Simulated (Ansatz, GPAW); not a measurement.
**One calculation of Sr, 7 ways**

```
CELL_PARAMETERS angstrom
0.00000 3.04235 3.04235
3.04235 0.00000 3.04235
3.04235 3.04235 0.00000
ATOMIC_POSITIONS crystal
Sr 0.00000 0.00000 0.00000
```

Alike in all runs: task equation of state; functional PBE; k mesh 8 × 8 × 8; occupations fermi-dirac, width 0.05 eV; no spin polarisation; no spin-orbit coupling.

| program and potentials | plane-wave cutoff (eV) | notes | equilibrium volume (Å³/atom) | bulk modulus (GPa) |
| --- | --- | --- | --- | --- |
| Ansatz, PseudoDojo stringent | 871 | - | 54.70 | 11.7 |
| Ansatz, PseudoDojo standard | 925 | - | 54.69 | 11.7 |
| Ansatz, Ansatz PAW (files of its older set among them) | 350 | - | 54.69 | 11.7 |
| Ansatz, SPMS NC | 354 | - | 54.57 | 11.7 |
| Ansatz, JTH PAW | 690 | - | 54.68 | 11.7 |
| Ansatz, Ansatz PAW | 420 | - | 54.69 | 11.7 |
| GPAW, GPAW PAW data sets (gpaw-data 1.2.1) | 600 | - | 55.05 | 11.7 |

The equilibrium volume spans 54.57 (Ansatz, SPMS NC) to 55.05 Å³/atom (GPAW, GPAW PAW data sets (gpaw-data 1.2.1)). All agree on the bulk modulus. For a metal such a mesh isn't converged, which the comparison doesn't need.

Differences between rows come from potentials, basis sets and numerical settings, since the functional is the same but for its coding. Runs on potential files found faulty are left out.
